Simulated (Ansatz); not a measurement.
Reactions of C4H9N, SMILES `C1CCNC1`.

Program: Ansatz. Geometries: PBE0-D4/def2-TZVP. ΔE: electronic, gas phase. CBS: MP2 limit from def2 TZ/QZ plus the TZ coupled-cluster correction, frozen cores. This one scheme is used for every species, atoms too. Functionals use def2-TZVPP. No spin–orbit coupling; open shells (•) take unrestricted orbitals. Spin–orbit coupling would lower the free atoms: a little for C. Each species was taken in one conformer, which may not be the lowest.

| reaction | CCSD(T)/CBS(def2) (kJ/mol) |
| --- | --- |
| `C1CCNC1` → `C=C(C)CN` | ? |
| `C1CCNC1` → `NC1CCC1` | 48 |
| `C1CCNC1` → `CN1CCC1` | 96 |
| `C1CCNC1` → `NCC1CC1` | 65 |
| `C1CCNC1` → `C=CN(C)C` | 68 |
| `C1CCNC1` → `CC1CCN1` | ? |
| `C1CCNC1` → 4 C• + 9 H• + N• | 5566 |

Task: Fill in the missing values. (Best estimate.)

Result: The calculation gave: `C1CCNC1` → `C=C(C)CN`: +30.4 kJ/mol; `C1CCNC1` → `CC1CCN1`: +71.4 kJ/mol.

Largest T1 diagnostic: 0.011, for `C=CN(C)C`.
